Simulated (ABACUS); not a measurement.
Ga in ABACUS: the effect of basis

Ga:

```
Ga
1.0
     1.38300   -4.02650    0.00000
     1.38300    4.02650    0.00000
    -0.11745    0.00000    3.32993
Ga
2
Direct
  0.13100 0.86900 0.75000
  0.86900 0.13100 0.25000
```

This isn't the form of Ga at room conditions, which is orthorhombic.

Alike in all runs:

| Quantity | Value |
| --- | --- |
| Program | ABACUS 3.10.1 |
| Task | single point |
| Functional | PBE |
| Potentials or basis | PseudoDojo NC SR 0.4.1 PBE standard |
| k mesh | 7 × 7 × 6 |
| Occupations | fermi-dirac, width 0.05 eV |
| Spin | no spin polarisation |

```tsv
basis	cutoff	pressure (GPa)	largest force (eV/Å)
DZP	1361 eV	3.0	0.18
TZDP	1361 eV	2.5	0.16
pw	1102 eV	?	?
```

**Question.** What does the run with basis pw give?

**Answer.** Pressure 2.2 GPa; largest force 0.15 eV/Å.

Caveats: the atomic orbitals were generated for these runs and aren't a published set (some runs); the basis of atomic orbitals isn't converged, which shifts pressures, moduli and gaps (some runs).
